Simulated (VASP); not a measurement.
Write the native input for VASP 6.6.1 that does the following.

* Task: Born charges and dielectric tensor
* Functional: PBE
* Potentials or basis: VASP PAW PBE potentials, release 64 (Zn, S)
* Cutoff: 520 eV
* k mesh: 2 × 2 × 2
* Occupations: gaussian, width 0.02 eV
* Spin: no spin polarisation
* Further INCAR settings: ALGO = Fast; EDIFF = 1e-08; IBRION = 8; NSW = 1

The structure of ZnS lies in POSCAR:

```
ZnS                                     
1.0
    0.0000000000      2.7949418833      2.7949418833
    2.7949418833      0.0000000000      2.7949418833
    2.7949418833      2.7949418833      0.0000000000
  Zn              S             
     1     1
Direct
     0.2500000000000000    0.2500000000000000    0.2500000000000000
     1.0000000000000000    1.0000000000000000    1.0000000000000000
```

The input as run:

INCAR

```
PREC = Accurate
ENCUT = 520
EDIFF = 1E-8
ISMEAR = 0
SIGMA = 0.02
LREAL = False
LASPH = True
NELM = 80
ALGO = Fast
ISIF = 2
LWAVE = False
LCHARG = False
GGA = PE
LEPSILON = True
IBRION = 8
NSW = 1
```

KPOINTS

```
Automatic mesh
0
Gamma
  2 2 2
```

Potentials or basis: VASP PAW PBE potentials, release 64 (Zn, S).

Launch:

```bash
$ cat potpaw_PBE.64/Zn/POTCAR potpaw_PBE.64/S/POTCAR > POTCAR
$ mpirun -np 1 vasp_std > vasp.out
```

It gave:

```
Band gap on the k mesh                                  : 1.53 eV, direct
Electronic dielectric tensor (diagonal)                 : 33.48
Born charges (mean of the diagonal)                     : Zn +5.65; S -5.65 e
Highest phonon frequency at Γ, LO-TO splitting left out : 224 cm⁻¹
```

Caveat: the k mesh is coarse (spacing up to 0.97 Å⁻¹), so the values aren't converged.

Wall time 76 s on 1 thread of Intel(R) Xeon(R) Platinum 8488C (Sapphire Rapids) (shared host), peak memory 0.19 GiB.
